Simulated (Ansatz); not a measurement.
Strained layers on Si(001)

Plane-wave DFT in Ansatz, PBEsol, scalar-relativistic PAW potentials, cutoff 420 eV, no spin-orbit coupling; no spin polarisation. Relaxed cubic crystals, elastic constants with ions relaxed. The substrate, Si (Fd-3m), has a = 5.434 Å.

```tsv
film	a (Å)	C11 (GPa)	C12 (GPa)
AlAs (F-43m)	5.675	108.0	54.4
GaAs (F-43m)	5.659	109.5	49.2
ZnSe (F-43m)	5.633	89.2	53.2
ZnS (F-43m)	5.356	107.1	64.9
```

For coherent growth on (001), give the strains, the film stress and the thickness at which misfit dislocations become favourable.

In the plane ε∥ = a_s/a − 1; free along the normal, ε⊥ = −(2C12/C11) ε∥; the stress is Mε∥ with M = C11 + C12 − 2C12²/C11 (tension positive). For 60° dislocations (b = a/√2, ν = C12/(C11 + C12)) the Matthews–Blakeslee balance for one layer on a thick substrate is h = b(1 − ν/4)(ln(h/b) + 1)/(4π|ε∥|(1 + ν)).
| film | ε∥ (%) | ε⊥ (%) | M (GPa) | stress (GPa) | h_c (nm) |
| --- | --- | --- | --- | --- | --- |
| AlAs (F-43m) | -4.25 | +4.28 | 108 | -4.6 | 1.0 |
| GaAs (F-43m) | -3.98 | +3.57 | 115 | -4.6 | 1.2 |
| ZnSe (F-43m) | -3.53 | +4.21 | 79 | -2.8 | 1.3 |
| ZnS (F-43m) | +1.46 | -1.76 | 93 | +1.4 | 4.8 |

h_c falls faster than 1/|ε∥|, owing to the logarithm, and depends on stiffness only through ν, since the film's and the dislocation's energy both scale with the shear modulus. It is an isotropic equilibrium estimate: cool growth keeps films coherent beyond it, large misfits give islands first, linear elasticity loses accuracy past a few per cent, and values of a few b mean that hardly any coherent film forms. The misfits are those of this functional at 0 K and can differ from measured ones by up to about one per cent of strain, enough to change h_c of ZnS (F-43m) severalfold. Thicker films in tension may also crack. Interfaces between crystals of different valence carry charges of their own. A polar film on this non-polar substrate forms antiphase boundaries at single-atom steps.

Cost: about 11 core-minutes for the runs cited, on Intel Xeon Platinum 8259CL (Skylake/Cascade Lake), Intel Xeon Platinum 8375C (Ice Lake), Arm Neoverse V1 and other processors (shared hosts).